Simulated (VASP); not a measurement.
PbSe (Clausthalite):

```
CELL_PARAMETERS angstrom
0.00000 3.06065 3.06065
3.06065 0.00000 3.06065
3.06065 3.06065 0.00000
ATOMIC_POSITIONS crystal
Pb 0.00000 0.00000 0.00000
Se 0.50000 0.50000 0.50000
```

- Program: VASP 6.6.1
- Task: relaxation of cell and atoms
- Functional: vdW-DF2
- Potentials or basis: VASP PAW PBE potentials, release 64 (Pb_d, Se)
- Cutoff: 600 eV
- k mesh: 8 × 8 × 8
- Occupations: fermi-dirac, width 0.05 eV
- Spin: no spin polarisation

At the start: pressure 7.6 GPa; volume 28.67 Å³/atom.

Task: How do energy, volume and symmetry change on relaxing?

Result: Over 3 steps the energy falls by 88.4 meV/atom and the volume is 32.88 Å³/atom (+14.7 %); space group Fm-3m (No. 225, to 0.05 Å).

The path:
| step | energy change (eV) | largest force (eV/Å) | pressure (GPa) | volume (Å³) |
| --- | --- | --- | --- | --- |
| 1 | 0.0000 | 0.0000 | 7.58 | 57.34 |
| 2 | -0.1551 | 0.0000 | -1.88 | 69.34 |
| 3 | -0.1768 | 0.0000 | 0.04 | 65.76 |

Final structure:
```cif
data_structure
_symmetry_space_group_name_H-M 'P 1'
_symmetry_Int_Tables_number 1
_cell_length_a 4.5306
_cell_length_b 4.5306
_cell_length_c 4.5306
_cell_angle_alpha 60.000
_cell_angle_beta 60.000
_cell_angle_gamma 60.000
_cell_volume 65.76
loop_
_atom_site_label
_atom_site_type_symbol
_atom_site_fract_x
_atom_site_fract_y
_atom_site_fract_z
_atom_site_occupancy
Pb1 Pb 0.00000 0.00000 0.00000 1
Se1 Se 0.50000 0.50000 0.50000 1
```

The cell as given is a measured one (28.67 Å³/atom); vdW-DF2 puts the equilibrium volume +14.7 % from it, thermal expansion not counted.

Caveat: the PAW data sets were made with another functional, which shifts forces and pressure a little; the volume moved by +15 % from the deposited cell, more than functionals usually miss.
